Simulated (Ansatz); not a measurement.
Crystal: BaTiO3.

```
Ba Ti O
1.0
    -3.80268   -0.05658   -0.02182
    -0.02191   -0.03168   -4.13033
    -0.11316   -7.97351   -0.06307
Ba Ti O
2 2 6
Direct
  0.04486 0.90917 0.49511
  0.00815 0.92181 0.02441
  0.45719 0.52057 0.20539
  0.50232 0.47064 0.76225
  0.48144 0.03993 0.24039
  0.45629 0.07298 0.69357
  0.53803 0.54059 0.44980
  0.52906 0.55800 0.03050
  0.98202 0.45740 0.26038
  0.00064 0.50892 0.83819
```

The cell isn't the ideal one: all atoms moved at random, sigma 0.25 Å a component, cell strained at random, sigma 0.06.

```yaml
Program: Ansatz 0.2.0
Task: relaxation of cell and atoms
Functional: PBE
Potentials_or_basis: Ansatz PAW
Cutoff: "420 eV (not typed: the program's choice for these potentials)"
k_mesh: 7 × 7 × 4
Occupations: fermi-dirac, width 0.05 eV
Spin: no spin polarisation
```

At the start: volume 12.52 Å³/atom.

Question: How do energy, volume and symmetry change on relaxing?

Answer: It ends after 14 steps and the volume is 13.39 Å³/atom (+6.9 %); space group R3m (No. 160, to 0.05 Å).

Step by step:
```csv
step,energy change (eV),largest force (eV/Å),volume (Å³)
1,0.0000,26.6299,125.20
2,-6.9199,10.5485,133.77
3,-9.4575,3.2219,134.55
4,-10.3065,1.1851,135.17
5,-10.4638,0.0361,134.01
6,-10.4674,0.0060,133.59
7,-10.4684,0.0021,133.36
8,-10.5155,0.0027,133.36
9,-10.5166,0.0598,133.97
10,-10.5175,0.0029,133.92
11,-10.5177,0.0006,133.87
12,-10.5203,0.0007,133.87
13,-10.5207,0.0010,133.86
14,-10.5207,0.0011,133.86
```

Final structure:
```yaml
crystal:
  lattice:
    - [-4.04446, -0.00984, -0.00998]
    - [-0.01070, -0.01216, -4.07112]
    - [-0.02005, -8.12966, -0.02347]
  atoms:
    - { symbol: Ba, position: [0.99178, 0.99003, 0.49522] }
    - { symbol: Ba, position: [0.99178, 0.99004, 0.99522] }
    - { symbol: Ti, position: [0.47843, 0.47525, 0.23797] }
    - { symbol: Ti, position: [0.47843, 0.47524, 0.73797] }
    - { symbol: O, position: [0.50664, 0.01919, 0.25352] }
    - { symbol: O, position: [0.50664, 0.01919, 0.75352] }
    - { symbol: O, position: [0.50685, 0.50736, 0.50927] }
    - { symbol: O, position: [0.50685, 0.50737, 0.00927] }
    - { symbol: O, position: [0.01630, 0.50817, 0.25402] }
    - { symbol: O, position: [0.01630, 0.50817, 0.75402] }
```

Caveat: the plane-wave basis is chosen anew once the cell has moved, so the energies of steps on either side of that aren't comparable; the pressure holds a Pulay correction of +0.5 GPa for the finite cutoff.
